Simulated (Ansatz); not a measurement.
Reactions of CH$_{5}$FSi, SMILES `FC[SiH3]`.

Computed with Ansatz on PBE0-D4/def2-TZVP structures; ΔE is electronic, products minus reactants. CCSD(T)/CBS is the MP2 limit (def2-TZVPP, def2-QZVPP) plus CCSD(T) − MP2 in def2-TZVPP, frozen cores. This one scheme is used for every species, atoms too. No spin–orbit coupling; open shells (•) take unrestricted orbitals. Spin–orbit coupling would lower the free atoms: a little for F. One conformer a species, not always the lowest.

```csv
reaction,MP2/CBS(def2) (eV),CCSD(T)/CBS(def2) (eV)
`FC[SiH3]` → `[CH2]F`• + `[SiH3]`•,3.84,3.74
`FC[SiH3]` → `[CH2][SiH3]`• + F•,4.99,4.67
`FC[SiH3]` + CH₄ → `CC[SiH3]` + H–F,-0.75,-0.64
`FC[SiH3]` + `S[SiH2]Cl` → `FCS[SiH2]Cl` + SiH₄,0.19,0.21
`FC[SiH3]` + `OCCO` → `OCCO[SiH3]` + `CF`,-1.22,-1.16
`FC[SiH3]` + `C=CS` → `C=C(S)CF` + SiH₄,-0.08,-0.05
```

Largest T1 diagnostic: 0.015, for `[CH2]F`•.
